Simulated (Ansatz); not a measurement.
**Ru: stress in a strained cell**

Aim: deform Ru (equal xy, yz and zx engineering shear strains of -1 %) and compute stress, forces and field gradients with LAPW, PAW and all-electron datasets made for the crystal.

Program: Ansatz 0.2.0. Level of theory: DFT PBE, scalar-relativistic. These are calculated values, not measurements.

## 1. Starting point

Symmetry: P6_3/mmc, No. 194, hexagonal system. The conventional cell has a = 2.706 Å, b = 2.706 Å, c = 4.282 Å, α = 90.00°, β = 90.00°, γ = 120.00°. Ru (site symmetry -6m2) has 12 Ru at 2.65 to 2.71 Å as nearest neighbours.

As a file:

```xyz
2
Lattice="2.7058 0.0000 0.0000 -1.3529 2.3433 0.0000 0.0000 0.0000 4.2819" Properties=species:S:1:pos:R:3 pbc="T T T"
Ru    0.0000    1.5622    1.0705
Ru    1.3529    0.7811    3.2114
```

Atoms are numbered in the order of the input: Ru1, Ru2.

## 2. After the deformation

Space group P6_3/mmc before, P-1 after.

## 3. LAPW, all electrons

input.yaml reads:

```yaml
crystal:
  lattice:
    - [2.7057993342, -0.0135289967, -0.0135289967]
    - [-1.3646161219, 2.3500554593, -0.0049519565]
    - [-0.0214095, -0.0214095, 4.2819]
  atoms:
    - { symbol: Ru, position: [0.3333333333, 0.6666666667, 0.25] }
    - { symbol: Ru, position: [0.6666666667, 0.3333333333, 0.75] }
kpoints:
  mp_grid: { grid: [14, 14, 8] }
  band_path:
    path:
      - [0.0, 0.0, 0.0]
      - [0.0, 0.0, 0.5]
      - [-0.5, 0.5, 0.0]
      - [0.0, 0.0, 0.0]
      - [0.0, -0.5, 0.0]
      - [-0.5, 0.0, 0.5]
      - [0.0, 0.0, 0.0]
      - [-0.5, 0.0, 0.0]
      - [0.0, -0.5, 0.5]
    npoints: 5
scf:
  occupations: { method: fermi_dirac, width: 0.03 }
hamiltonian:
  xc: pbe
  pseudopotentials: { kind: all_electron, lapw: { basis_error: 0.0005 } }
output:
  forces: true
  stress: true
  eigenvalues: true
```

Started as:

```bash
$ ansatz run input.yaml --threads 1 --pin off --max-ram 3072MiB --backend cpu --events-out ev --progress --plain --runs-dir out
```

## 4. PAW with frozen cores

input.yaml reads:

```yaml
crystal:
  lattice:
    - [2.7057993342, -0.0135289967, -0.0135289967]
    - [-1.3646161219, 2.3500554593, -0.0049519565]
    - [-0.0214095, -0.0214095, 4.2819]
  atoms:
    - { symbol: Ru, position: [0.3333333333, 0.6666666667, 0.25] }
    - { symbol: Ru, position: [0.6666666667, 0.3333333333, 0.75] }
kpoints:
  mp_grid: { grid: [14, 14, 8] }
scf:
  occupations: { method: fermi_dirac, width: 0.03 }
hamiltonian:
  xc: pbe
  pseudopotentials: { kind: paw }
output:
  forces: true
  stress: true
  eigenvalues: true
  efg: { contact_densities: true }
  write_density: true
  write_potential: true
  elf: true
  volumetric_format: npy
```

## 5. Datasets made for this crystal

Edit input.yaml of step 4 so:

```diff
@@ -14,3 +14,3 @@
   xc: pbe
-  pseudopotentials: { kind: paw }
+  pseudopotentials: { kind: all_electron, datasets: crystal }
 output:
@@ -20,5 +20 @@
   efg: { contact_densities: true }
-  write_density: true
-  write_potential: true
-  elf: true
-  volumetric_format: npy
```

(Steps that only read results are left out.)

Before running it: what results should come out? Wanted: pressure; largest shear or deviatoric stress.

**Answer**, as computed:

| quantity | value |
| --- | --- |
| pressure | LAPW 4.59, PAW 4.65, crystal datasets 4.59 GPa |
| largest shear or deviatoric stress (LAPW) | 2.02 GPa |

What this shows: The largest part of the stress beyond the pressure is 2.02 GPa in size; the atoms are carried along and not relaxed. No run of the undeformed cell stands beside it, so the pressure holds what the given cell had before the change. PAW: stress within 0.08 GPa of LAPW, forces within 1 meV/Å. Crystal datasets: stress within 0.01 GPa of LAPW, forces within 1 meV/Å.
